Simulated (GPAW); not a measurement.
Input of a GPAW 26.7.0 run:

Contents of run.py:

```python
import numpy as np
from ase import Atoms
from ase.dft.bandgap import bandgap
from ase.io import write
from gpaw import GPAW, PW

atoms = Atoms(['B', 'N', 'B', 'N', 'B', 'N', 'B', 'N'],
              cell=[[2.5022435664, 0, 0.0],
                    [-1.2511217833, 2.167006495, 0.0],
                    [0.0, 0.0, 25.121259]],
              scaled_positions=[[0.6666666667, 0.3333333333, 0.2985519157],
                                [0.3333333333, 0.6666666667, 0.2986496883],
                                [0.3333333333, 0.6666666667, 0.4328180528],
                                [0.0, 0.0, 0.4329158254],
                                [0.0, 0.0, 0.5670841898],
                                [0.6666666666, 0.3333333334, 0.5671819624],
                                [0.6666666666, 0.3333333334, 0.7013503268],
                                [0.3333333333, 0.6666666667, 0.7014480994]],
              pbc=True)
atoms.pbc = (True, True, False)

calc = GPAW(mode=PW(600),
            xc='PBE',
            kpts={'size': (12, 12, 1), 'gamma': True},
            occupations={'name': 'fermi-dirac', 'width': 0.05},
            nbands=32,
            convergence={'density': 1e-05, 'energy': 1e-05},
            maxiter=150,
            poissonsolver={'dipolelayer': 'xy'},
            txt='gpaw.txt')
atoms.calc = calc
energy = atoms.get_potential_energy()
forces = atoms.get_forces()
calc.write('gs.gpw')
write('result.traj', atoms)
print(f'Energy: {energy:.6f} eV')
print('Forces (eV/A):')
print(forces.round(4))
print('Fermi level:', round(calc.get_fermi_level(), 4), 'eV')
print(f'Gap: {bandgap(calc)[0]:.4f} eV, direct: {bandgap(calc, direct=True)[0]:.4f} eV')

v = calc.get_electrostatic_potential().mean(axis=(0, 1))
z = np.arange(len(v)) * atoms.cell[2, 2] / len(v)
ef = calc.get_fermi_level()
np.savetxt('planar.dat', np.c_[z, v], fmt='%.4f')
below, above = np.interp([1.5, atoms.cell[2, 2] - 1.5], z, v) - ef
print(f'Work functions: bottom {below:.4f} eV, top {above:.4f} eV')
print('Dipole moment:', *calc.get_dipole_moment().round(5), 'e A')
```

Potentials or basis: GPAW PAW data sets (gpaw-data 1.2.1), pw.

Run with:

```sh
$ OMP_NUM_THREADS=1 python run.py
```

(1) What does it give for the work function of the upper face?

(2) What does it give for the work function of the lower face?

(3) What does it give for the electron affinity of the upper face?

(4) What does it give for the ionisation potential of the upper face?

Answers

(1) 4.85 eV.

(2) 4.48 eV.

(3) 1.69 eV.

(4) 5.85 eV.

Caveat: the Fermi level lies in a gap; these data sets are soft for forces on short bonds.
